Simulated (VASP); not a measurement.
# CaF2 (Fluorite) (Fm-3m) in VASP: notebook, part 2 of 2

VASP 6.6.1. The steps go on from the part before.

**3. Relaxation of cell and atoms, PBEsol**

This run uses another cell than the first one, of 13.30 Å³/atom, 0.980 times its volume.

INCAR

```
SYSTEM = CaF2
PREC = Accurate
ENCUT = 600
EDIFF = 1E-7
ISMEAR = 0
SIGMA = 0.03
LREAL = .False.
LASPH = .True.
NELM = 80
ALGO = Normal
ISIF = 3
LWAVE = .False.
LCHARG = .False.
GGA = PS
IBRION = 2
NSW = 90
EDIFFG = -0.005
```

KPOINTS

```
regular mesh
0
Gamma
  8 8 8
  0 0 0
```

POSCAR

```
CaF2                                    
1.0
   -0.0000000000      2.7123156406      2.7123156406
    2.7123156406      0.0000000000      2.7123156406
    2.7123156406      2.7123156406      0.0000000000
  Ca              F             
     1     2
Direct
     0.0000000000000000    1.0000000000000000    1.0000000000000000
     0.2500000000000000    0.2500000000000000    0.2500000000000000
     0.7500000000000000    0.7500000000000000    0.7500000000000000
```

Potentials or basis: VASP PAW PBE potentials, release 64 (Ca_sv, F).

Started as:

```console
$ cat potpaw_PBE.64/Ca_sv/POTCAR potpaw_PBE.64/F/POTCAR > POTCAR
$ mpirun -np 1 vasp_std > vasp.out
```

OUTCAR:

```text
SYSTEM = CaF2
   PREC = Accurate
   ENCUT = 600
   EDIFF = 1E-7
   ISMEAR = 0
   LREAL = .False.
   LASPH = .True.
   NELM = 80
   ISIF = 3
   GGA = PS
   IBRION = 2
   NSW = 90
   EDIFFG = -0.005

 ion  position               nearest neighbor table
   1  0.000  0.000  0.000-   3 2.35   3 2.35   3 2.35   2 2.35   3 2.35   2 2.35   2 2.35   2 2.35

   2  0.250  0.250  0.250-   1 2.35   1 2.35   1 2.35   1 2.35
   3  0.750  0.750  0.750-   1 2.35   1 2.35   1 2.35   1 2.35
[... 654 lines left out ...]

  FORCE on cell =-STRESS in cart. coord.  units (eV):
  Direction    XX          YY          ZZ          XY          YZ          ZX
  --------------------------------------------------------------------------------------
  -------------------------------------------------------------------------------------
  Total        0.0064938      0.0064938      0.0064938      0.0000000      0.0000000      0.0000000
  in kB        0.2607097      0.2607097      0.2607097      0.0000000      0.0000000      0.0000000
  external PRESSURE =       0.2607097 kB  Pullay stress =       0.0000000 kB

 VOLUME and BASIS-vectors are now :
 -----------------------------------------------------------------------------
  energy-cutoff  :      600.00
  volume of cell :       39.91
      direct lattice vectors                 reciprocal lattice vectors
     0.000000000  2.712315641  2.712315641    -0.184344326  0.184344326  0.184344326
     2.712315641  0.000000000  2.712315641     0.184344326 -0.184344326  0.184344326
     2.712315641  2.712315641  0.000000000     0.184344326  0.184344326 -0.184344326

 POSITION                                       TOTAL-FORCE (eV/Angst)
 -----------------------------------------------------------------------------------
      0.00000      0.00000      0.00000        -0.000000     -0.000000     -0.000000
      1.35616      1.35616      1.35616        -0.000000      0.000000      0.000000
      4.06847      4.06847      4.06847         0.000000     -0.000000     -0.000000
 -----------------------------------------------------------------------------------
    total drift:                                0.000000     -0.000000      0.000000

  FREE ENERGIE OF THE ION-ELECTRON SYSTEM (eV)
  ---------------------------------------------------
  free  energy   TOTEN  =       -17.9047246458 eV

  energy  without entropy=      -17.9047246458  energy(sigma->0) =      -17.90472465

 reached required accuracy - stopping structural energy minimisation
```

OSZICAR:

```text
N       E                     dE             d eps       ncg     rms          rms(c)
DAV:   1     0.238270125088E+03    0.23827E+03   -0.15019E+04   928   0.170E+03
DAV:   2    -0.815082190783E+01   -0.24642E+03   -0.24297E+03  1160   0.409E+02
DAV:   3    -0.185586889656E+02   -0.10408E+02   -0.10398E+02  1120   0.954E+01
DAV:   4    -0.189828086451E+02   -0.42412E+00   -0.42402E+00  1560   0.142E+01
DAV:   5    -0.189854632459E+02   -0.26546E-02   -0.26546E-02  1088   0.119E+00    0.737E+00
DAV:   6    -0.179024406577E+02    0.10830E+01   -0.58048E+00   960   0.174E+01    0.308E+00
DAV:   7    -0.178917390802E+02    0.10702E-01   -0.16259E-01  1216   0.382E+00    0.162E+00
DAV:   8    -0.179001915177E+02   -0.84524E-02   -0.27622E-02  1176   0.215E+00    0.185E-01
DAV:   9    -0.179039934991E+02   -0.38020E-02   -0.73334E-03  1256   0.663E-01    0.141E-01
DAV:  10    -0.179047195196E+02   -0.72602E-03   -0.12830E-03  1096   0.279E-01    0.290E-02
DAV:  11    -0.179047181723E+02    0.13472E-05   -0.10600E-04  1240   0.891E-02    0.922E-03
DAV:  12    -0.179047249392E+02   -0.67669E-05   -0.20172E-05  1056   0.352E-02    0.367E-03
DAV:  13    -0.179047250063E+02   -0.67032E-07   -0.29227E-06  1408   0.131E-02    0.320E-03
DAV:  14    -0.179047246336E+02    0.37271E-06   -0.43588E-07  1056   0.767E-03    0.489E-04
DAV:  15    -0.179047246458E+02   -0.12247E-07   -0.26757E-08   752   0.155E-03
   1 F= -.17904725E+02 E0= -.17904725E+02  d E =-.179047E+02
```

Wall time 26 s (1 thread of Intel Xeon Platinum 8259CL at 2.50GHz (Skylake/Cascade Lake), shared host); peak memory 0.18 GiB.

Results:

* Free energy: -17.9047 eV
* Pressure after relaxing: 0.0 GPa
* Band gap on the k mesh: 7.21 eV, indirect (least direct gap 7.47 eV)

Final structure:
```yaml
crystal:
  lattice:
    - [0.00000, 2.71232, 2.71232]
    - [2.71232, 0.00000, 2.71232]
    - [2.71232, 2.71232, 0.00000]
  atoms:
    - { symbol: Ca, position: [0.00000, 0.00000, 0.00000] }
    - { symbol: F, position: [0.25000, 0.25000, 0.25000] }
    - { symbol: F, position: [0.75000, 0.75000, 0.75000] }
```

Levels at points of the mesh, in eV from the valence-band top:
```csv
k point,band 9,band 10,band 11,band 12,band 13,band 14,band 15,band 16
"(0.00, 0.00, 0.00)",-2.21,-0.26,-0.26,-0.26,7.21,9.20,9.20,11.39
"(0.50, 0.00, 0.00)",-1.34,-1.28,-0.86,-0.86,9.43,9.43,9.83,10.64
"(0.50, 0.50, 0.00)",-1.70,-0.38,-0.38,0.00,8.07,9.59,10.18,11.00
```

Caveat: the relaxation stopped at its first step, so nothing moved; the PAW data sets were made with another functional, which shifts forces and pressure a little. A k mesh can miss the band edges.

**4. Relaxation of cell and atoms, PBE**

INCAR

```
SYSTEM = CaF2
PREC = Accurate ; ENCUT = 600
EDIFF = 1E-6 ; ISMEAR = 0
SIGMA = 0.03 ; LREAL = .FALSE.
LASPH = .TRUE. ; NELM = 80
ALGO = Normal ; ISIF = 3
LWAVE = .FALSE. ; LCHARG = .FALSE.
GGA = PE ; IBRION = 2
NSW = 90 ; EDIFFG = -0.01
```

KPOINTS

```
Automatic mesh
0
G
  8 8 8
  0 0 0
```

POSCAR

```
CaF2
1.0
    0.0000000000      2.7310000000      2.7310000000
    2.7310000000      0.0000000000      2.7310000000
    2.7310000000      2.7310000000      0.0000000000
Ca F
1 2
Direct
    0.0000000000      0.0000000000      0.0000000000
    0.2500000000      0.2500000000      0.2500000000
    0.7500000000      0.7500000000      0.7500000000
```

Started as:

```console
$ cat potpaw_PBE.64/Ca_sv/POTCAR potpaw_PBE.64/F/POTCAR > POTCAR
$ mpirun -np 1 vasp_std > vasp.out
```

Wall time 17 s (1 thread of Intel Xeon 6975P-C (Granite Rapids), shared host); peak memory 0.19 GiB.

It converged, with:

```yaml
Free_energy: -17.3418 eV
Relaxed_volume: 13.98 Å³/atom
Relaxed_cell: a = 3.900 Å, b = 3.900 Å, c = 3.900 Å, α = 60.00°, β = 60.00°, γ = 60.00°
Space_group_after_relaxing_to_0.05_Å: Fm-3m (No. 225)
Energy_gained_by_relaxing: 2.8 meV/atom
Ionic_steps: 2
Pressure_after_relaxing: -0.1 GPa
Band_gap_on_the_k_mesh: 7.11 eV, indirect (least direct gap 7.36 eV)
```

Step by step:
```csv
step,energy change (eV),largest force (eV/Å),pressure (GPa),volume (Å³)
1,0.0000,0.0000,2.40,40.74
2,-0.0084,0.0000,-0.06,41.95
```

Final structure:
```
Ca F
1.0
     0.00000    2.75776    2.75776
     2.75776    0.00000    2.75776
     2.75776    2.75776    0.00000
Ca F
1 2
Cartesian
  2.7578 5.5155 2.7578
  1.3789 1.3789 1.3789
  4.1366 4.1366 4.1366
```

Levels at points of the mesh, in eV from the valence-band top:
```csv
k point,band 10,band 11,band 12,band 13,band 14,band 15
"(0.00, 0.00, 0.00)",-0.25,-0.25,-0.25,7.11,9.05,9.05
"(0.50, 0.00, 0.00)",-1.20,-0.82,-0.82,9.25,9.25,9.56
"(0.50, 0.50, 0.00)",-0.35,-0.35,0.00,8.03,9.35,9.92
```

A k mesh can miss the band edges. Zero-point motion and thermal expansion aren't in these numbers.

**5. Relaxation of cell and atoms, PBE**

This run uses another cell than the first one, of 13.98 Å³/atom, 1.030 times its volume.

INCAR

```
SYSTEM = CaF2
PREC = Accurate ; ENCUT = 600
EDIFF = 1E-7 ; ISMEAR = 0
SIGMA = 0.03 ; LREAL = .FALSE.
LASPH = .TRUE. ; NELM = 80
ALGO = Normal ; ISIF = 3
LWAVE = .FALSE. ; LCHARG = .FALSE.
GGA = PE ; IBRION = 2
NSW = 90 ; EDIFFG = -0.005
```

KPOINTS is that of step 4.

POSCAR

```
CaF2                                    
1.0
   -0.0000000000      2.7577576829      2.7577576829
    2.7577576829      0.0000000000      2.7577576829
    2.7577576829      2.7577576829      0.0000000000
  Ca              F             
     1     2
Direct
     1.0000000000000000    0.0000000000000000    1.0000000000000000
     0.2500000000000000    0.2500000000000000    0.2500000000000000
     0.7500000000000000    0.7500000000000000    0.7500000000000000
```

Started as:

```console
$ cat potpaw_PBE.64/Ca_sv/POTCAR potpaw_PBE.64/F/POTCAR > POTCAR
$ mpirun -np 1 vasp_std > vasp.out
```

It took 15 s on 1 thread of Intel Xeon 6975P-C (Granite Rapids), shared host; peak memory 0.19 GiB.

The run converged. Its results:

| Item | Value |
| --- | --- |
| Free energy | -17.3450 eV |
| Relaxed volume | 13.97 Å³/atom |
| Relaxed cell | a = 3.899 Å, b = 3.899 Å, c = 3.899 Å, α = 60.00°, β = 60.00°, γ = 60.00° |
| Space group after relaxing (to 0.05 Å) | Fm-3m (No. 225) |
| Energy gained by relaxing | 0.0 meV/atom |
| Ionic steps | 2 |
| Pressure after relaxing | 0.0 GPa |
| Band gap on the k mesh | 7.12 eV, indirect (least direct gap 7.37 eV) |

Final structure:
```
CELL_PARAMETERS angstrom
0.00000 2.75666 2.75666
2.75666 0.00000 2.75666
2.75666 2.75666 0.00000
ATOMIC_POSITIONS crystal
Ca 0.00000 0.00000 0.00000
F 0.25000 0.25000 0.25000
F 0.75000 0.75000 0.75000
```

Levels at points of the mesh, in eV from the valence-band top:
```tsv
k point	band 10	band 11	band 12	band 13	band 14	band 15
(0.00, 0.00, 0.00)	-0.25	-0.25	-0.25	7.12	9.06	9.06
(0.50, 0.00, 0.00)	-1.20	-0.82	-0.82	9.26	9.26	9.57
(0.50, 0.50, 0.00)	-0.35	-0.35	0.00	8.04	9.36	9.93
```

A k mesh can miss the band edges. Expect the measured gap to be larger: semilocal functionals such as PBE lack the derivative discontinuity.
